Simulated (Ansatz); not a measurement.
MgS (F-43m) from a database of computed structures, relaxed with r2SCAN in the PAW code Ansatz: space group F-43m (No. 216), cubic; a = 5.662 Å in the conventional setting, 22.69 Å³ an atom. Mg has 4 S at 2.45 Å; S has 4 Mg at 2.45 Å. The primitive cell holds 2 atoms in 45.37 Å³. (Simulation; spin polarisation is off.)

Computed values: HSE06 (6×6×6) gives a least gap of 4.53 eV, direct. In PBE's bands the lowest conduction level rises by 0.173 eV from Γ to the point 0.1110 1/Å along Γ–X; the direct gap at Γ is 3.47 eV. r2SCAN's ε∞ is 3.76.

At what wavelength does absorption set in by HSE06, excitons left aside?
λ = 1239.84 eV nm/E: 274 nm for the least gap. That lies in the ultraviolet, so by this gap the crystal is transparent to visible light.

Estimate the electron mass at Γ from the rise of PBE's conduction level.
A parabola gives m*/mₑ = (ħ²/2mₑ) k²/ΔE = 3.810 × 0.1110²/0.173 = 0.271. The band flattens away from Γ; with E(1 + E/E_g) = ħ²k²/2m* the mass at the edge is 0.271/(1 + 0.173/3.47) = 0.258 (1/E_g is only a rough value for the bending). It is PBE's mass, and a gap that is too small makes it too light.

What refractive index and reflectivity at normal incidence follow, below the gap and above the phonons?
n = √3.76 = 1.939; R = ((n − 1)/(n + 1))² = (0.939/2.939)² = 10.2 % a face.

The meshes of the hybrids are coarse, so their gaps aren't converged to the digits shown.
